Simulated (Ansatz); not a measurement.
# AlAs (AlAs (110), 3 layers): how the settings move a single-point run

Question: which choices in the input matter for AlAs (AlAs (110), 3 layers)?

Computed with Ansatz 0.2.0 (reference: DFT, LDA, all-electron LAPW, scalar-relativistic, unless a step's input says otherwise).

1 further run of the same task is left out (it didn't finish).

### 1 The starting structure

It takes space group Pmm2 (No. 25, orthorhombic). Conventional cell: a = 3.980 Å, b = 19.980 Å, c = 5.628 Å, α = 90.00°, β = 90.00°, γ = 90.00°. Around Al (site symmetry m) lie 3 As at 2.44 Å. Around As (site symmetry m) lie 3 Al at 2.44 Å. Al (site symmetry mm2) is surrounded by 4 As at 2.44 Å. Around As (site symmetry mm2) lie 4 Al at 2.44 Å.

As a file:

```
CELL_PARAMETERS angstrom
3.97984 0.00000 0.00000
0.00000 5.62834 0.00000
0.00000 0.00000 19.97980
ATOMIC_POSITIONS crystal
Al 0.25000 0.12500 0.40040
As 0.75000 0.87500 0.40040
Al 0.75000 0.62500 0.50000
As 0.25000 0.37500 0.50000
Al 0.25000 0.12500 0.59960
As 0.75000 0.87500 0.59960
```

### 2 Baseline

Input file input.yaml:

```yaml
crystal:
  lattice:
    - [3.9798385303, 0.0, 0.0]
    - [0.0, 5.6283416255, 0.0]
    - [0.0, 0.0, 19.9798]
  atoms:
    - { symbol: Al, position: [0.25, 0.125, 0.4004034442] }
    - { symbol: As, position: [0.75, 0.875, 0.4004034442] }
    - { symbol: Al, position: [0.75, 0.625, 0.5] }
    - { symbol: As, position: [0.25, 0.375, 0.5] }
    - { symbol: Al, position: [0.25, 0.125, 0.5995965558] }
    - { symbol: As, position: [0.75, 0.875, 0.5995965558] }
kpoints:
  mp_grid: { grid: [8, 6, 1] }
scf:
  occupations: { method: fermi_dirac, width: 0.02 }
hamiltonian:
  xc: lda
  pseudopotentials: { kind: all_electron, lapw: { basis_error: 0.001 } }
output:
  forces: true
  stress: true
  eigenvalues: true
  populations: true
  dos: { projected: true, de: 0.2, e_range: [-14, 8] }
efield:
  axis: 3
  amplitude: 0
  dipole_correction: true
```

On the command line:

```sh
$ ansatz run input.yaml --threads 2 --pin off --max-ram 4096MiB --backend cpu --events-out ev --progress --plain --runs-dir out
```

### 3 Changed: symmetry.detect false, preconditioner ldos

input.yaml: that of step 2 with these lines changed.

```diff
@@ -12,2 +12,3 @@
     - { symbol: As, position: [0.75, 0.875, 0.5995965558] }
+  symmetry: { detect: false }
 kpoints:
@@ -16,2 +17,3 @@
   occupations: { method: fermi_dirac, width: 0.02 }
+  mixing: { preconditioner: ldos }
 hamiltonian:
@@ -24,3 +26,2 @@
   populations: true
-  dos: { projected: true, de: 0.2, e_range: [-14, 8] }
 efield:
```

Q: Predict the outcome of this session. Wanted: for each run, ending; energy change; gap; force.

As calculated:

```tsv
run	ending	energy change	gap (eV)	force (eV/Å)	cycles	time
reference	converged	0	0.00	1.61	10	1.8 min
1: symmetry.detect false, preconditioner ldos	converged	0.0 meV/atom	0.00	1.61	10	2.3 min
```

Times don't compare one to one where runs were asked for different outputs or read a saved state (see the inputs); cycles may leave out searches for a lower state.

Residual by cycle in the longest SCF loop of each run; runs are numbered as in the table. The quantity is the density residual dr2, in eV.

```tsv
cycle	reference	run 1
1	6.78	6.78
2	0.471	26.8
3	0.0857	0.888
4	0.0127	0.0113
5	8.0e-4	0.00109
6	5.1e-5	2.4e-4
7	4.7e-6	5.1e-5
8	9.6e-7	3.5e-6
9	1.1e-7	2.6e-7
10	1.1e-8	1.7e-8
```

With the changed use of symmetry and mixing the energy agrees within 0.5 meV/atom. Semilocal functionals close small gaps, so the missing gap need not be the real solid's.
